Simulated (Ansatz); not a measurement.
A run of Ansatz 0.2.0 is set up as follows.

File input.yaml:

```yaml
crystal:
  lattice:
    - [0.0, 2.873958, 2.873958]
    - [2.873958, 0.0, 2.873958]
    - [2.873958, 2.873958, 0.0]
  atoms:
    - { symbol: Cd, position: [0.0, 0.0, 0.0] }
    - { symbol: Se, position: [0.5, 0.5, 0.5] }
kpoints:
  mp_grid: { grid: [8, 8, 8] }
scf:
  occupations: { method: fermi_dirac, width: 0.05 }
hamiltonian:
  xc: pbe
  pseudopotentials: { kind: all_electron, lapw: { basis_error: 0.001 } }
output:
  forces: true
  stress: true
  eigenvalues: true
  populations: true
```

Potentials or basis: all-electron LAPW, scalar-relativistic.

Launch:

```console
$ ansatz run input.yaml --threads 1 --pin off --max-ram 2560MiB --backend cpu --events-out ev --progress --plain --runs-dir out
```

Q: Estimate the band gap on the k mesh.

A: None (metal or under the smearing width).

Q: Estimate the Loewdin charges.

A: Cd +1.20; Se -1.03 e.

Q: Predict the pressure.

A: -0.3 GPa.
